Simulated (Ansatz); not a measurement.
Here is the system:

CsI:
Space group Pm-3m (No. 221); a = b = c = 4.611 Å, α = β = γ = 90.00°

```json
[
 {"atom": "Cs", "site": "1a", "symmetry": "m-3m", "x": "0.0000", "y": "0.0000", "z": "0.0000"},
 {"atom": "I", "site": "1b", "symmetry": "m-3m", "x": "0.5000", "y": "0.5000", "z": "0.5000"}
]
```

This is the r²SCAN-relaxed structure.

Task: All from r²SCAN (plane waves, PAW; program Ansatz), unless another level is named. Predict the hole effective mass.

Result: 0.43, 3.0, 3.0 mₑ (principal values).

Task: Predict the smallest direct gap on the standard path.

Result: 4.60 eV.

Task: Next, the conduction-band minimum?

Result: at Γ.

Task: Give the valence-band maximum.

Result: at M.

Task: What about the weight of the conduction-edge state by species (Voronoi cells)?

Result: Cs 57 %, I 43 %.

Task: What about the weight of the valence-edge state by species (Voronoi cells)?

Result: I 97 %, Cs 3 %.

The cell was relaxed with r²SCAN under the symmetry of its start. Scalar-relativistic: spin–orbit coupling is off unless named, which matters more the heavier the elements.

Potentials: the later of the program's two PAW sets.
